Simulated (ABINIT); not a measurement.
As:

```
As
1.0
     1.88080    1.08588    3.51406
    -1.88080    1.08588    3.51406
     0.00000   -2.17176    3.51406
As
2
Direct
  0.22600 0.22600 0.22600
  0.77400 0.77400 0.77400
```

Base run:

* Program: ABINIT 10.8.3 (patched build)
* Functional: r2SCAN
* Potentials or basis: PseudoDojo NC SR PBE v0.4.1 standard
* Cutoff: 1361 eV
* k mesh: 7 × 7 × 7
* Occupations: fermi-dirac, width 0.05 eV
* Spin: no spin polarisation

Its results: band gap on the k mesh 0.01 eV, indirect (least direct gap 0.68 eV); pressure 1.2 GPa; largest force 0.043 eV/Å.

Question: The run is repeated on the same cell with these changes: potentials or basis from PseudoDojo NC SR PBE v0.4.1 standard to SG15 NC PBE v1.2; cutoff from 1361 eV to 599 eV; valence electrons from 30 to 10. What comes out?

Answer: Band gap on the k mesh none (metal or under the smearing width); pressure 3.6 GPa; largest force 0.330 eV/Å.

Caveats: the potentials were made for another functional, which shifts forces and pressure; a meta-GGA on potentials with a model core is unreliable (some runs); an odd mesh through Γ misses points on the zone boundary, where band edges often lie (some runs).
